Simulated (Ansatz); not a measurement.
`N#C[SiH](F)Cl` + `F[C](F)F`• → `N#C[Si](F)Cl`• + trifluoromethane  (hydrogen abstraction from the Si–H bond)

Gas-phase electronic energies from Ansatz, PBE0-D4/def2-TZVP geometries. CBS: MP2 limit from def2 TZ/QZ plus the TZ coupled-cluster correction, frozen cores. This one scheme is used for every species. Functionals use def2-TZVPP. B3LYP here is the variant with VWN-RPA as its local correlation; programs differ in this. No spin–orbit coupling; open shells (•) take unrestricted orbitals.

| level | ΔE (kJ/mol) | difference from CCSD(T)/CBS |
| --- | --- | --- |
| LDA (SPW92) | -68.8 | -14.7 |
| PBE-D4 | -61.3 | -7.2 |
| r2SCAN-D4 | -52.5 | 1.6 |
| B3LYP-D4 | -53.5 | 0.6 |
| BHLYP-D4 | -47.4 | 6.7 |
| revPBE | -59.2 | -5.1 |
| PBE0 | -56.7 | -2.6 |
| r2SCAN0 | -49.8 | 4.3 |
| CCSD/def2-SVP | -49.0 | 5.1 |
| MP2/def2-TZVPP | -55.5 | -1.4 |
| CCSD(T)/def2-TZVPP | -53.9 | 0.2 |
| HF/def2-QZVPP | -33.7 | 20.4 |
| MP2/def2-QZVPP | -55.5 | -1.4 |
| SCS-MP2/def2-QZVPP | -52.5 | 1.6 |
| HF/CBS(def2) | -33.7 | 20.4 |
| CCSD/CBS(def2) | -52.1 | 2.0 |
| CCSD(T)/CBS | -54.1 | 0 |

Largest T1 diagnostic among the species: 0.017.

In def2-TZVPP, CCSD(T) changes the Hartree–Fock value by −19.7 kJ/mol (the triples alone add −2.0 kJ/mol) and MP2 by −21.4 kJ/mol. At CCSD(T), def2-SVP lies +4.1 kJ/mol from the extrapolated value and def2-TZVPP +0.2 kJ/mol. From BLYP to BHLYP (50 % exact exchange), in def2-TZVPP and without D4, ΔE moves by +8.5 kJ/mol.

CCSD(T)/CBS has its own doubt, a few kJ/mol and more with outer-core shells, so smaller differences from it don't rank the levels.
